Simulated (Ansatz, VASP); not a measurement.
## Rh: VASP beside Ansatz

```
CELL_PARAMETERS angstrom
0.00000 1.89785 1.89785
1.89785 0.00000 1.89785
1.89785 1.89785 0.00000
ATOMIC_POSITIONS crystal
Rh 0.00000 0.00000 0.00000
```

Alike in both runs: task relaxation of cell and atoms; functional PBEsol; dispersion D4; k mesh 12 × 12 × 12; occupations fermi-dirac, width 0.05 eV; no spin polarisation.

|  | VASP | Ansatz |
| --- | --- | --- |
| version | VASP 6.6.1 | Ansatz 0.2.0 |
| potentials or method | VASP PAW PBE potentials, release 64 (Rh_pv) | Ansatz PAW |
| plane-wave cutoff (eV) | 600 | 420 |
| valence electrons in the cell | 15 | 17 |

```tsv
	VASP	Ansatz	Ansatz less VASP
gap on the k mesh at the Fermi level, each at its own relaxed structure (eV)	none	none	-
relaxed volume (Å³/atom)	13.26	13.26	+0.007
relaxed cell length with the largest relative difference (Å)	2.657	2.657	+0.0004
energy change over the relaxation (meV/atom)	-12	-12	+0.5
```

A gap of «none» marks a metal or a gap that the smearing closes. The two sets of potentials don't hold the same shells in valence.

Caveats: pairwise dispersion overbinds metals, which lowers pressure and volume; the PAW data sets were made with another functional, which shifts forces and pressure a little (VASP); the plane-wave basis is chosen anew once the cell has moved, so the energies of steps on either side of that aren't comparable (Ansatz); the PAW data sets come from PBE, with cores solved anew for the run's functional, which leaves a small shift of forces and pressure (Ansatz).
